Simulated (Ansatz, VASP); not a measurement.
## One calculation of HfB, two programs

```
Hf B
1.0
    -0.73035    2.00846    2.00846
     2.00846   -0.73035    2.00846
     2.00846    2.00846   -0.73035
Hf B
1 1
Direct
  0.50000 0.50000 0.50000
  0.00000 0.00000 0.00000
```

Alike in both runs: task single point; functional LDA; k mesh 20 × 20 × 20; occupations gaussian, width 0.15 eV; no spin polarisation.

```csv
,VASP,Ansatz
version,VASP 6.6.1,Ansatz 0.2.0
potentials or method,"VASP PAW LDA potentials, release 64 (Hf_pv, B)","scalar-relativistic, plane waves, PAW"
plane-wave cutoff (eV),520,420
valence electrons in the cell,13,29
```

VASP gave:

```
gap on the k mesh at the Fermi level (eV)       : none
pressure (GPa)                                  : 10.6
largest component of the traceless stress (GPa) : 6.41
```

Question: What did Ansatz give for the same quantities?

Answer: gap on the k mesh at the Fermi level (eV): none; pressure (GPa): 10.0; largest component of the traceless stress (GPa): 6.65.

A gap of «none» marks a metal or a gap that the smearing closes. The two sets of potentials don't hold the same shells in valence.

The runs have no spin-orbit coupling, so splittings on Hf are missing.
